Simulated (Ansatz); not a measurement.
We consider skutterudite CoSb3, described by r²SCAN-D4 in Ansatz (PAW).

Settings: plane-wave cutoff 560 eV, 6×6×6 k mesh, Fermi–Dirac smearing 0.01 eV, no spin polarisation, scalar-relativistic PAW data made under PBE.

Shape and atoms are relaxed at each volume.

Pressure at four volumes; x = ln(V/22.936 Å³). One pressure is withheld.

| V (Å³/atom) | x | P (GPa) |
|---|---|---|
| 22.019 | -0.0408 | 4.29 |
| 22.936 | 0.0000 | 0.00 |
| 23.395 | 0.0198 | -1.80 |
| 23.853 | 0.0392 | ? |

Problem. Pass a parabola P(x) through the three rows shown, estimate the bulk modulus and its pressure derivative near zero pressure, and predict the withheld pressure.

Solution. Slopes between the rows: (0.00 − (4.29))/(0.0000 − (-0.0408)) = -105.15 and (-1.80 − (0.00))/(0.0198 − (0.0000)) = -90.91 GPa. Their difference over the span 0.0606 is c = 14.24/0.0606 = 235.0 GPa, so P(x) = 4.29 + (-105.15)(x − (-0.0408)) + 235.0 (x − (-0.0408))(x − (0.0000)). At the middle row B = −dP/dx = −[-105.15 + 235.0 × 0.0408] = 95.6 GPa, and B′ = dB/dP = 2c/B = 4.9. At x = 0.0392 the parabola gives -3.39 GPa; the run gives -3.40 GPa. The Birch–Murnaghan fit to the energies at all volumes has B0 = 95.3 GPa and B′ = 4.8.

Measured, for comparison: bulk modulus 95 ± 5 GPa (room temperature, not corrected to a static lattice, our sources range from 85.0 to 95.0; as tabulated in Alexeev et al. (2016), arXiv:1601.07731). Computed (rounded) less measured: bulk modulus +0.3 % (+0.3 % to +12 % over the range).

Note: the bulk modulus comes from volumes at which shape and atoms were relaxed.

Spin–orbit coupling is not included.

Ansatz is a quantum-chemistry and plane-wave program.
